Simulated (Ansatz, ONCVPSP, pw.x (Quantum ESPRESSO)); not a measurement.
**From atom to crystal: ONCV potential for chlorine**

```json
{"Element": "chlorine", "Generator": "ONCVPSP 4.0.1.1 (patched build)", "Type": "optimised norm-conserving Vanderbilt (ONCV)", "Functional": "PBEsol", "Relativity": "scalar-relativistic", "Frozen core": "[Ne]", "Valence charge": "7", "Reference configuration": "3s2 3p5", "Partial waves": "3s: rc 1.10 bohr, ncon 3, nbas 7, qcut 5.2 1/bohr, 1 projector; 3p: rc 1.50 bohr, ncon 3, nbas 7, qcut 6.4 1/bohr, 3 projectors, debl 3.4 Ha; d scattering state at 0.44 Ha: rc 1.35 bohr, ncon 4, nbas 7, qcut 6.9 1/bohr, 2 projectors, debl 1.4 Ha", "Local potential": "polynomial inside 1.10 bohr (lpopt 5, dvloc0 0 Ha)", "Core correction": "none"}
```

Atomic tests: cutoffs needed: 18 Ha and 58 Ha (the cutoffs (Ha) at which the residual kinetic energy of the hardest occupied pseudo-wave falls to 1 and 0.1 mHa per electron); ghost test: no bound ghost flagged; GHOST(+) flagged for s at 73.6 eV; largest excitation error: +79 meV (all-electron minus pseudo) for 3s2 3p2, out of 4 test configurations.

Crystal test: fcc Cl in pw.x 7.5, no spin, 13³ k-points, Fermi–Dirac smearing 0.01 Ry, cutoffs 135/540 Ry. The reference is all-electron LAPW (Ansatz 0.2.0) with the same functional, mesh and smearing; V0 and B0 come from Birch–Murnaghan fits to the pressures at five volumes. Errors are pseudo minus all-electron; Δ is the rms difference of the E(V) curves that follow from these fits, minima aligned, over ±6 % about the mean V0. Mesh and smearing are coarse, so the numbers serve the comparison and aren't converged zero-temperature values; the lattice is a test structure that the element need not adopt.

```tsv
V (Å³/atom)	P all-electron (GPa)	P pseudo (GPa)
18.335	2.39	2.27
18.817	1.08	0.96
19.300	-0.05	-0.16
19.782	-1.01	-1.11
20.265	-1.83	-1.92
```

All-electron: a0 = 4.256 Å (V0 = 19.28 Å³/atom), B0 = 41.8 GPa.

Pseudopotential: mean pressure error (GPa): -0.11; a0 (Å): 4.253; a0 error (%): -0.09; B0 error (%): +0.6; Δ (meV/atom): 0.5.

Problem. At the middle volume, how do free energy and pressure move when the wave cutoff is lowered (ecutrho kept at four times it)?

Solution.

```csv
cutoff (Ry),shift of F (meV/atom),shift of P (GPa)
61,+14.7,-0.28
81,+10.3,-0.02
108,+2.6,-0.14
```

Input at the middle volume:

```
&control
  calculation='scf', prefix='x', pseudo_dir='./', outdir='./tmp', tstress=.true., disk_io='none'
/
&system
  ibrav=0, nat=1, ntyp=1, ecutwfc=135, ecutrho=540, nbnd=11,
  occupations='smearing', smearing='fd', degauss=0.01
/
&electrons
  conv_thr=1e-09, mixing_beta=0.4, electron_maxstep=70
/
ATOMIC_SPECIES
Cl 1.0 Cl.UPF
CELL_PARAMETERS angstrom
  0.00000000 2.12900054 2.12900054
  2.12900054 0.00000000 2.12900054
  2.12900054 2.12900054 0.00000000
ATOMIC_POSITIONS crystal
Cl 0.0000 0.0000 0.0000
K_POINTS automatic
13 13 13 0 0 0
```

```bash
pw.x < Cl.scf.in > Cl.scf.out
```

Lines of the output:

```
Message from routine setup:
     using ibrav=0 with symmetry is DISCOURAGED, use correct ibrav instead
     lattice parameter (alat)  =       5.6897  a.u.
     unit-cell volume          =     130.2429 (a.u.)^3
     number of electrons       =         7.00
     number of Kohn-Sham states=           11
     kinetic-energy cutoff     =     135.0000  Ry
     charge density cutoff     =     540.0000  Ry
     scf convergence threshold =      1.0E-09
     Exchange-correlation= PBESOL
     number of k points=    84  Fermi-Dirac smearing, width (Ry)=  0.0100
     iteration #  1     ecut=   135.00 Ry     beta= 0.40
     total energy              =     -29.89055194 Ry
     estimated scf accuracy    <       0.00040790 Ry
     iteration #  2     ecut=   135.00 Ry     beta= 0.40
     total energy              =     -29.89056454 Ry
     estimated scf accuracy    <       0.00007048 Ry
     iteration #  3     ecut=   135.00 Ry     beta= 0.40
     total energy              =     -29.89057590 Ry
     estimated scf accuracy    <       0.00000244 Ry
     iteration #  4     ecut=   135.00 Ry     beta= 0.40
     total energy              =     -29.89057614 Ry
     estimated scf accuracy    <       0.00000001 Ry
     iteration #  5     ecut=   135.00 Ry     beta= 0.40
     the Fermi energy is     4.3835 ev
!    total energy              =     -29.89057615 Ry
     estimated scf accuracy    <          1.5E-10 Ry
     smearing contrib. (-TS)   =      -0.00677347 Ry
     The total energy is F=E-TS. E is the sum of the following terms:
     one-electron contribution =       0.57312642 Ry
     hartree contribution      =       3.08791294 Ry
     xc contribution           =      -5.62469371 Ry
     ewald contribution        =     -27.92014832 Ry
     convergence has been achieved in   5 iterations
          total   stress  (Ry/bohr**3)                   (kbar)     P=       -1.59
     Message from routine punch:
     Nothing written, as per user request (disk_io='none')
```

The run at the middle volume (84 k-points, 5 iterations) took about 86 s on one core of a shared host (Neoverse-N1, 64 threads, 124 GiB, load 59).
